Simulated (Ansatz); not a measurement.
# BaTiO3 (P1) in Ansatz: settings compared, part 2 of 2

Ansatz 0.2.0.

## (5) Relaxation of cell and atoms, r2SCAN+D3(BJ)

Contents of input.yaml:

```yaml
crystal:
  lattice:
    - [3.9998, 0.0, 0.0]
    - [0.0, 3.9998, 0.0]
    - [0.0, 0.0, 4.018]
  atoms:
    - { symbol: Ba, position: [0.9955672, 0.99064074, 0.00350343] }
    - { symbol: Ti, position: [0.50253669, 0.49192337, 0.46876577] }
    - { symbol: O, position: [0.47921894, 0.51432389, 0.00640652] }
    - { symbol: O, position: [0.50273092, 0.003299, 0.50938249] }
    - { symbol: O, position: [0.01994626, 0.499813, 0.5399418] }
hamiltonian:
  xc: r2scan
  pseudopotentials: { kind: paw }
  dispersion: d3bj
kpoints:
  mp_grid: { grid: [7, 7, 7] }
scf:
  occupations: { method: fermi_dirac, width: 0.05 }
output:
  forces: true
  stress: true
  eigenvalues: true
relax:
  f_tol: 0.01
  max_steps: 40
  cell: { stress_tol: 0.05 }
```

Potentials or basis: Ansatz PAW.

Command:

```bash
$ ansatz run input.yaml --threads 2 --pin off --max-ram 5632MiB --backend cpu --events-out ev --progress --plain --runs-dir out
```

Output:

```text
Warning: the engine holds no damping parameters fitted to this dispersion correction and functional, so the run takes those fitted to r2scan beside the three-body term, which d3bj leaves out (hamiltonian.dispersion, under Limitations)
Warning: RAYON_NUM_THREADS=2 ignored (pool sized by the plan → 2); use --threads N
Engine: ansatz 0.2.0, x86_64-unknown-linux-gnu
Pseudopotentials: kind: paw
Pseudopotential: Ba, paw, valence charge 10, recommended cutoff 500 eV (meta_gga), Ba.paw.azcp
Pseudopotential: Ti, paw, valence charge 12, recommended cutoff 500 eV (meta_gga), Ti.paw.azcp
Pseudopotential: O, paw, valence charge 6, recommended cutoff 500 eV (meta_gga), O.paw.azcp
Functional definition: r2SCAN
  parameter k0 = 0.174
  parameter k1 = 0.065
  parameter a1 = 4.9479
  exchange = r2scan_x(k0 = k0, k1 = k1, a1 = a1)
  correlation = r2scan_c
Crystal: 5 atoms, lattice volume = 64.282 Å³
Basis set: ecut = 500 eV, 1647 PW (Γ), exchange–correlation on 120×120×120 points (64 copies of the dense FFT grid, shifted against one another)
Bands: 25, of which v1, the nominal top of the filled ones, is band 20 counted from 1 (19 counted from 0)
Symmetry: 1 space group operations
Space group: P1 (ITA 1), of the structure as read, at distance tolerance 4.0e-5 Å
k-points: 172 of 343 (time reversal used)
Non-local potential: Ba, projectors of the file, l = 0: 3, l = 1: 2, l = 2: 2, l = 3: 2
Non-local potential: Ti, projectors of the file, l = 0: 3, l = 1: 2, l = 2: 3, l = 3: 1
Non-local potential: O, projectors of the file, l = 0: 2, l = 1: 2, l = 2: 1
PAW form: soft (Blöchl's): semilocal exchange-correlation on the pseudo side does not see the compensation charge
PAW frozen core: Ba, regenerated for the run's functional (the file was generated under x = pbe(κ = 0.804, μ = 0.2195149727645171), c = pbe(β = 0.06672455060314922))
PAW frozen core: Ti, regenerated for the run's functional (the file was generated under x = pbe(κ = 0.804, μ = 0.2195149727645171), c = pbe(β = 0.06672455060314922))
PAW frozen core: O, regenerated for the run's functional (the file was generated under x = pbe(κ = 0.804, μ = 0.2195149727645171), c = pbe(β = 0.06672455060314922))
PAW one-centre angular grid: Ba, 302 points (default); XC on 160 Gauss nodes
PAW one-centre angular grid: Ti, 590 points (default); XC on 160 Gauss nodes
PAW one-centre angular grid: O, 302 points (default); XC on 160 Gauss nodes
Initial density: superposition of atomic densities (neutral atoms: chi_scale 0, normalization atom), corrected by the library's trained network
Initial wavefunctions: pseudopotential atomic-orbital guess
Functional: x = r2scan, c = r2scan; τ floored in thin density (d = 2e-4 eV/Å³)
[... 124 lines left out ...]
  E_kinetic    = 975.243016
  E_local      = -2117.318932  (includes V_loc(G=0)·N_el)
  E_nonlocal   = 199.852581
  E_hartree    = 828.745543
  E_xc         = -475.596796
  E_vxc        = -604.697948  (∫ρ·V_xc dr)
  E_paw        = -6785.394453  (= ΣΔE_a)
  E_vpaw       = -321.501490  (= ΣTr[D̂ρ^β])
  E_aug_tail   = 0.003064  (compensation charges beyond the density's cutoff)
  E_vtau       = 36.819525  (kinetic-family band-sum trace: ∫τ·v_τ [+ j·A + Jᵃ·Aᵃ] dr)
  E_ewald      = -2809.088191
  E_disp       = -0.633763  (pairwise vdW)
  E_core_change = -0.278864  (= ΣΔE_core)
  E_smearing   = -0.000000  (= −TS)
  E_closure    = 0.000000  (closes the sum)
  Σ components = -10184.466795   (vs F -10184.466795, Δ=0.00e0)
--- Forces (eV/Å), atoms counted from 1 ---
  atom   1  Ba    -0.00020886    -0.00034351    -0.00023476
  atom   2  Ti     0.00041332    -0.00012633     0.00073177
  atom   3  O     -0.00008682     0.00021995    -0.00032516
  atom   4  O     -0.00007873     0.00007754     0.00005765
  atom   5  O     -0.00008577     0.00012577    -0.00018129
  max |Σ_I F_I| component: 4.82e-5 eV/Å
--- Stress (GPa, compression-positive) ---
        0.009488       0.002103      -0.002293
        0.002103       0.012035      -0.003007
       -0.002293      -0.003007      -0.007827
  P = ⅓ Tr σ = 0.0046 GPa (0.046 kbar)
--- Band table (eV; the first three rows and the last of 172) ---
  k-point 0: bands = ["-48.5972", "-23.7894", "-23.7879", "-23.7847", "-15.3814", "-7.8467", "-7.2264", "-7.2248", "-0.1563", "-0.1552", "-0.1547", "7.6652", "7.6664", "7.6706", "8.5644", "8.5658", "8.7940", "9.4278", "9.5407", "9.5408", "12.6844", "12.6913", "12.8289", "14.7536", "14.7551"]
  k-point 1: bands = ["-48.5971", "-23.7996", "-23.7876", "-23.7848", "-15.3573", "-7.8593", "-7.2192", "-7.2062", "-0.1246", "-0.1239", "-0.0823", "7.3176", "7.6127", "7.6255", "8.3681", "8.3894", "8.6755", "9.0922", "9.4469", "9.4892", "12.7178", "12.9806", "12.9869", "14.7516", "15.2586"]
  k-point 2: bands = ["-48.5967", "-23.8235", "-23.7867", "-23.7841", "-15.3023", "-7.9504", "-7.2063", "-7.0873", "-0.0547", "-0.0513", "0.0821", "6.5826", "7.4356", "7.4533", "8.0712", "8.1010", "8.4115", "8.6029", "9.2110", "9.2515", "12.7794", "13.5106", "13.6083", "14.7436", "16.0373"]
  k-point 171: bands = ["-48.5960", "-23.8402", "-23.7971", "-23.7939", "-15.2258", "-7.8834", "-7.1614", "-7.0087", "-0.1715", "-0.0230", "0.1647", "5.9617", "6.8482", "7.2057", "7.3405", "7.6161", "8.3440", "8.7941", "8.9552", "9.0360", "13.2829", "14.0249", "14.1116", "15.4699", "16.8869"]
--- Relaxed structure (8 steps of the walk, 8 accepted, 1 SCFs on fresh bases) ---
  F+E_penalty+E_count = -10184.46679468 eV   max|allowed force component| = 7.221e-4 eV/Å   (the final SCF, on the basis selected at the relaxed cell)
  cell:  # Å, volume = 64.2536 Å³
    - [4.004814835188802, 0.005526717237104494, 0.0057661219045324]
    - [0.005526717237104494, 4.00403109949459, 0.0057211857898092355]
    - [0.005792359071056349, 0.005747218486787716, 4.007005265860696]
  atoms:
    - { symbol: Ba, position: [0.9938753789963776, 0.9939384020742749, -0.0006661538094092905] }
    - { symbol: Ti, position: [0.48142880672659066, 0.4815726407109931, 0.4866840079772528] }
    - { symbol: O, position: [0.5054688994518028, 0.5054335186410328, 0.019545462597324478] }
    - { symbol: O, position: [0.5055664233376749, 0.01354720057467157, 0.511226299552953] }
    - { symbol: O, position: [0.013660501487554617, 0.5055082379990286, 0.5112103936818793] }
```

It took 4.5 min on 2 threads of Intel Xeon Platinum 8259CL at 2.50GHz (Skylake/Cascade Lake), shared host; peak memory 0.75 GiB.

Results:

* Free energy: -10184.4668 eV
* Relaxed volume: 12.85 Å³/atom
* Relaxed cell: a = 4.005 Å, b = 4.004 Å, c = 4.007 Å, α = 89.84°, β = 89.83°, γ = 89.84°
* Space group after relaxing (to 0.05 Å): R3m (No. 160)
* Energy gained by relaxing: 42.3 meV/atom
* Ionic steps: 9
* Pressure after relaxing: 0.0 GPa
* Band gap on the k mesh: 2.84 eV, indirect (least direct gap 3.14 eV)

Step by step:
| step | energy change (eV) | largest force (eV/Å) | volume (Å³) |
| --- | --- | --- | --- |
| 1 | 0.0000 | 1.4639 | 64.28 |
| 2 | -0.0120 | 1.4418 | 64.81 |
| 3 | -0.1941 | 0.2626 | 64.19 |
| 4 | -0.2027 | 0.1599 | 63.99 |
| 5 | -0.2084 | 0.1977 | 64.58 |
| 6 | -0.2090 | 0.0973 | 64.21 |
| 7 | -0.2115 | 0.0096 | 64.21 |
| 8 | -0.2115 | 0.0008 | 64.25 |
| 9 | -0.2115 | 0.0008 | 64.25 |

Final structure:
```
Ba Ti O
1.0
     4.00481    0.00553    0.00577
     0.00553    4.00403    0.00572
     0.00579    0.00575    4.00701
Ba Ti O
1 1 3
Direct
  0.99388 0.99394 0.99933
  0.48143 0.48157 0.48668
  0.50547 0.50543 0.01955
  0.50557 0.01355 0.51123
  0.01366 0.50551 0.51121
```

Levels at points of the mesh, in eV from the valence-band top:
```
           k point  band 16  band 17  band 18  band 19  band 20  band 21  band 22  band 23  band 24  band 25
(0.00, 0.00, 0.00)    -1.28    -1.05    -0.42    -0.30    -0.30     2.84     2.85     2.98     4.91     4.91
```

Caveat: odd divisions of the mesh miss points on the zone boundary, where band edges often lie, so the gap on the mesh can be too wide; the plane-wave basis is chosen anew once the cell has moved, so the energies of steps on either side of that aren't comparable; spin-orbit coupling is left out, which moves the levels of the heavy elements; the PAW data sets come from PBE, with cores solved anew for the run's functional, which leaves a small shift of forces and pressure; the dispersion damping was fitted for another functional or another form of the correction.

## (6) The runs side by side

| task | level | U | cell | cutoff (eV) | hubbard projectors | double counting | gap on the mesh (eV) | pressure (GPa) | relaxed volume (Å³/atom) |
| --- | --- | --- | --- | --- | --- | --- | --- | --- | --- |
| relaxation of cell and atoms | PBE+D3(BJ) | - | relaxed | 420 | - | - | 2.50 | 0.0 | 12.97 |
| single point | PBE | - | as given | 300 | - | - | 1.98 | 2.4 | - |
| relaxation of cell and atoms | PBEsol+U | Ti d U = 5 eV | relaxed | 420 | ortho-atomic (the default) | fll (the default) | 2.45 | 0.0 | 12.64 |
| relaxation of cell and atoms | r2SCAN+D3(BJ) | - | relaxed | 500 | - | - | 2.84 | 0.0 | 12.85 |

Alike in all rows: potentials or basis Ansatz PAW; no spin polarisation; k mesh 7 × 7 × 7; smearing fermi-dirac 0.05 eV.

Caveats: odd divisions of the mesh miss points on the zone boundary, where band edges often lie, so the gap on the mesh can be too wide; spin-orbit coupling is left out, which moves the levels of the heavy elements; the plane-wave basis is chosen anew once the cell has moved, so the energies of steps on either side of that aren't comparable (some runs); the PAW data sets come from PBE, with cores solved anew for the run's functional, which leaves a small shift of forces and pressure (some runs); the pressure holds a Pulay correction of +23.9 GPa for the finite cutoff (some runs); forces of over 1 eV/Å show positions far from the minimum, so gaps and moduli don't describe the material at rest (some runs); the cutoff lies under the one recommended for these potentials (some runs).

Total energies depend on the potentials used, so only differences within one code and one set of settings carry meaning.
